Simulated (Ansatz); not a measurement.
Method: Ansatz, DFT PBE, scalar-relativistic, plane waves, PAW. Settings: cutoff 420 eV, Γ-centred meshes spaced at most about 0.3 Å⁻¹, and about 0.25 Å⁻¹ or finer for metals (2π included), Gaussian smearing. No spin polarisation in the final relaxations.

Temperature and zero-point effects are left out. All come from trial cells, and lower structures may exist.

Problem. These unrelaxed guesses for Sn4Ge are each relaxed within their symmetry. Order them by the energy at which they end, lowest first.
A.

```
Sn Ge
1.0
    -3.73270    3.73270    2.36077
     3.73270   -3.73270    2.36077
     3.73270    3.73270   -2.36077
Sn Ge
4 1
Direct
  0.80000 0.40000 0.20000
  0.40000 0.20000 0.60000
  0.60000 0.80000 0.40000
  0.20000 0.60000 0.80000
  0.00000 0.00000 0.00000
```

B.

```
Sn Ge
1.0
     1.66931    0.96378   13.62989
    -1.66931    0.96378   13.62989
     0.00000   -1.92756   13.62989
Sn Ge
4 1
Cartesian
  0.0000 0.0000 24.5338
  0.0000 0.0000 8.1779
  0.0000 0.0000 32.7117
  0.0000 0.0000 16.3559
  0.0000 0.0000 0.0000
```

Solution. A (ends in I4/m, 0 meV/atom), B (ends in R-3m, 23 meV/atom). Even the lowest end lies +0.11 eV/atom against the elements.

Cells relaxed within their symmetry can be saddle points. Some candidate types were left out of the draw beforehand, so a known form may be missing.
